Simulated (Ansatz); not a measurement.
HfN in Ansatz: the effect of functional

Crystal: HfN.

```
CELL_PARAMETERS angstrom
3.13391 0.00000 0.00000
-1.56695 2.71404 0.00000
0.00000 0.00000 5.41677
ATOMIC_POSITIONS crystal
Hf 0.33333 0.66667 0.25000
Hf 0.66667 0.33333 0.75000
N 0.00000 0.00000 0.50000
N 0.00000 0.00000 0.00000
```

The cell comes from a database or a generator and needn't be the stable form of this composition.

Alike in all runs:

```yaml
Program: Ansatz 0.2.0
Potentials_or_basis: Ansatz PAW
k_mesh: 6 × 6 × 3
Occupations: fermi-dirac, width 0.05 eV
Spin: no spin polarisation
```

| functional | cutoff | pressure (GPa) |
| --- | --- | --- |
| LDA | 420 eV (not typed: the program's choice for these potentials) | -9.1 |
| PBEsol | 420 eV (not typed: the program's choice for these potentials) | -2.6 |
| r2SCAN | 500 eV (not typed: the program's choice for these potentials) | ? |
| HSE06 | 420 eV (not typed: the program's choice for these potentials) | 1.3 |
| PBE0 | 420 eV (not typed: the program's choice for these potentials) | 1.3 |
| r2SCAN0 | 500 eV (not typed: the program's choice for these potentials) | -0.2 |

Q: What does the run with functional r2SCAN give?

A: Pressure 2.1 GPa.

Caveats: all runs use coarse meshes; the PAW data sets come from PBE, with cores solved anew for the run's functional, which leaves a small shift of forces and pressure; the thresholds are loose for stress (some runs).
